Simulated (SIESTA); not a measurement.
Runs of SIESTA 5.4.2 on HfO2. Symmetry: Pnma, No. 62, orthorhombic system. Conventional cell: a = 5.556 Å, b = 3.334 Å, c = 6.505 Å, α = 90.00°, β = 90.00°, γ = 90.00°. Around Hf (site symmetry m) lie 7 O at 2.14 to 2.27 Å. O (site symmetry m) is surrounded by 4 Hf at 2.14 to 2.17 Å. O (site symmetry m) is surrounded by 3 Hf at 2.16 to 2.27 Å. Measurements of this composition are mostly on another form, of space group No. 14.

```csv
task,level,potentials or basis,k mesh,gap on the mesh (eV),pressure (GPa),V0 of scaled cells (Å³/atom),B0 (GPa),largest force (eV/Å)
equation of state,LDA,"PseudoDojo 0.4 standard (LDA files), DZP (energy shift 0.003 Ry; two zetas on semicore shells)",4 × 6 × 3,-,-,9.61,313,-
band structure,PBEsol,"PseudoDojo 0.4 standard (PBEsol files), DZP (energy shift 0.003 Ry; two zetas on semicore shells)",5 × 8 × 4,(a),-4.1,-,-,0.14
equation of state,PBEsol,"PseudoDojo 0.4 standard (PBEsol files), DZP (energy shift 0.003 Ry; two zetas on semicore shells)",4 × 6 × 3,-,-,(b),290,-
band structure,LDA,"PseudoDojo 0.4 standard (LDA files), DZP (energy shift 0.003 Ry; two zetas on semicore shells)",5 × 8 × 4,3.26,-12.6,-,-,0.04
```

Alike in all rows: no spin polarisation; cell as given; smearing fermi-dirac 0.05 eV; grid cutoff 800 Ry; energy shift 0.003 Ry.

Estimate the missing entries.

(a) 3.29; (b) 9.90.

Caveats: short orbitals over semicore shells can move pressures by several GPa; the basis of atomic orbitals isn't converged, which shifts pressures, moduli and gaps; the cell was scaled at fixed shape and fractional positions, which overstates the stiffness of a crystal with free parameters, most of all of layers and chains (some runs); spin-orbit coupling is left out, which moves the levels of the heavy elements (some runs).

A k mesh can miss the band edges, and the runs leave out spin-orbit coupling on Hf.

Not every run made on this cell is shown here.
